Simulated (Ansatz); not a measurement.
Li$_{3}$N (Li3N type, space group P6/mmm)

```yaml
crystal:
  lattice:
    - [3.60715, 0.00000, 0.00000]
    - [-1.80357, 3.12388, 0.00000]
    - [0.00000, 0.00000, 3.84457]
  atoms:
    - { symbol: Li, position: [0.00000, 0.00000, 0.50000] }
    - { symbol: Li, position: [0.33333, 0.66667, 0.00000] }
    - { symbol: Li, position: [0.66667, 0.33333, 0.00000] }
    - { symbol: N, position: [0.00000, 0.00000, 0.00000] }
```

The relaxed cell is deformed in two ways at once: its volume V is scaled, and at that volume it is stretched along z (the c axis of the conventional cell) so that c/a changes. Fractional atomic positions are held.

Level of theory: PBEsol (plane waves to 420 eV, PAW, scalar-relativistic; Ansatz, a quantum-chemistry and plane-wave program). k mesh 11×11×9 (Γ-centred), Fermi-Dirac smearing 0.05 eV. Stress and pressure are positive under compression. Li3N was relaxed with its symmetry unable to fall. 

```
σzz (GPa)             V/V₀ = 0.920  V/V₀ = 0.960  V/V₀ = 1.000  V/V₀ = 1.040  V/V₀ = 1.080
--------------------  ------------  ------------  ------------  ------------  ------------
(c/a)/(c/a)₀ = 0.880          24.1          19.2          15.1          11.6           8.6
(c/a)/(c/a)₀ = 0.940           [?]           9.6           6.4           3.8           [?]
(c/a)/(c/a)₀ = 1.000           5.2           2.4           0.0          -2.0          -3.6
(c/a)/(c/a)₀ = 1.060          -1.0          -3.1          -4.9          -6.3           [?]
(c/a)/(c/a)₀ = 1.120          -5.8           [?]          -8.6          -9.6         -10.4
```

### Question
Fill in the missing entries.

### Answer

- (c/a)/(c/a)₀ = 0.940, V/V₀ = 0.920: 13.3
- (c/a)/(c/a)₀ = 0.940, V/V₀ = 1.080: 1.6
- (c/a)/(c/a)₀ = 1.060, V/V₀ = 1.080: -7.4
- (c/a)/(c/a)₀ = 1.120, V/V₀ = 0.960: -7.4

(Under strain, the slope of the energy per volume gives the stress and its curvature an elastic modulus.)
